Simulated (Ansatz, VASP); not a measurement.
Two plane-wave programs on Ge

```xyz
2
Lattice="0.0000 2.8837 2.8837 2.8837 0.0000 2.8837 2.8837 2.8837 0.0000" Properties=species:S:1:pos:R:3 pbc="T T T"
Ge    2.8837    2.8837    2.8837
Ge    4.3255    4.3255    4.3255
```

Alike in both runs: task single point; functional r2SCAN; k mesh 12 × 12 × 12; occupations gaussian, width 0.05 eV; no spin polarisation.

```csv
,VASP,Ansatz
version,VASP 6.6.1,Ansatz 0.2.0
potentials or method,"VASP PAW PBE potentials, release 64 (Ge_d)","scalar-relativistic, plane waves, PAW"
plane-wave cutoff (eV),520,600
valence electrons in the cell,28,28
```

```tsv
	VASP	Ansatz	Ansatz less VASP
gap on the k mesh at the Fermi level (eV)	none	none	-
pressure (GPa)	-3.0	-3.0	-0.04
```

A gap of «none» marks a metal or a gap that the smearing closes.

Caveats: the PAW data sets were made with another functional, which shifts forces and pressure a little (VASP); this crystal is a semiconductor, whose small gap the functional closes, so the metal is an error of the method.
